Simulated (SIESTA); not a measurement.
TiO2 (Anatase) under changes of volume

One of the cells (11.354 Å³/atom); the others are scaled copies at fixed shape and fractional positions:

```xyz
6
Lattice="-1.8921 1.8921 4.7573 1.8921 -1.8921 4.7573 1.8921 1.8921 -4.7573" Properties=species:S:1:pos:R:3 pbc="T T T"
Ti    0.0000    1.8921    2.3786
Ti    0.0000    0.0000    0.0000
O     0.0000    0.0000    7.5346
O     0.0000    1.8921    0.3987
O     0.0000    1.8921    4.3586
O     0.0000    0.0000    1.9800
```

```yaml
Program: SIESTA 5.4.2
Functional: LDA
Potentials_or_basis: PseudoDojo 0.4 standard (LDA files)
Basis: DZP (energy shift 0.003 Ry; two zetas on semicore shells)
Grid_cutoff: 800 Ry
Energy_shift: 0.003 Ry
k_mesh: 8 × 8 × 8
Occupations: fermi-dirac, width 0.05 eV
Spin: no spin polarisation
```

| volume (Å³/atom) | energy over the lowest point (meV/atom) | pressure (GPa) | gap on the mesh (eV) | largest force (eV/Å) |
| --- | --- | --- | --- | --- |
| 10.673 | 21.42 | 13.2 | 2.06 | 0.406 |
| 10.900 | ? | ? | ? | ? |
| 11.127 | 0.00 | 2.3 | 1.99 | 0.112 |
| 11.354 | 0.16 | -2.4 | 1.95 | 0.020 |
| 11.581 | 6.63 | -6.6 | 1.91 | 0.142 |
| 11.808 | 18.73 | -10.4 | 1.87 | 0.255 |
| 12.035 | 35.92 | -13.8 | 1.83 | 0.360 |

What does the run at 10.900 Å³/atom give?

Energy over the lowest point 6.83 meV/atom; pressure 7.5 GPa; gap on the mesh 2.02 eV; largest force 0.253 eV/Å.

Worked out: A Birch-Murnaghan fit of order 3 (a polynomial in V^(-2/3)) to the other rows has its minimum at 11.23 Å³/atom with B0 = V·E''(V) = 232 GPa and B' = 4.3 at fixed shape and positions, which overstates the stiffness. It gives 6.82 meV/atom at 10.900 Å³/atom, against the run's 6.83, and -dE/dV = 7.5 GPa, against 7.5. A straight line through the other rows of the gap, of slope -1.93 eV per unit of ln V, gives 2.02 eV, against the run's 2.02.

Energies are extrapolated to zero smearing.

Caveats: the basis of atomic orbitals isn't converged, which shifts pressures, moduli and gaps.

A mesh can miss the band edges.
